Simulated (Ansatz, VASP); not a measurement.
# One calculation of Tl, two programs

```
CELL_PARAMETERS angstrom
-2.00755 2.00755 1.94762
2.00755 -2.00755 1.94762
2.00755 2.00755 -1.94762
ATOMIC_POSITIONS crystal
Tl 0.00000 0.00000 0.00000
```

Change from the starting cell: z stretched by -2 % at fixed volume, PAW files.

Alike in both runs: task electric field gradients; functional PBE; k mesh 12 × 12 × 12; occupations fermi-dirac, width 0.05 eV; no spin polarisation.

|  | VASP | Ansatz |
| --- | --- | --- |
| version | VASP 6.6.1 | Ansatz 0.2.0 |
| potentials or method | VASP PAW PBE potentials, release 64 (Tl_d) | PAW with Ansatz's default frozen-core files, scalar-relativistic |
| plane-wave cutoff (eV) | 520 | 420 |
| valence electrons in the cell | 13 | 13 |

|  | VASP | Ansatz | Ansatz less VASP |
| --- | --- | --- | --- |
| pressure (GPa) | -0.1 | 0.0 | +0.06 |
| largest component of the traceless stress (GPa) | 0.22 | 0.22 | -0.001 |
| Vzz of the field gradient on the site that differs most (V/Å²) | -0.9 | -1.0 | -0.06 |

Ansatz warned: «gradients_without_spin_orbit».

The runs have no spin-orbit coupling, so splittings on Tl are missing.
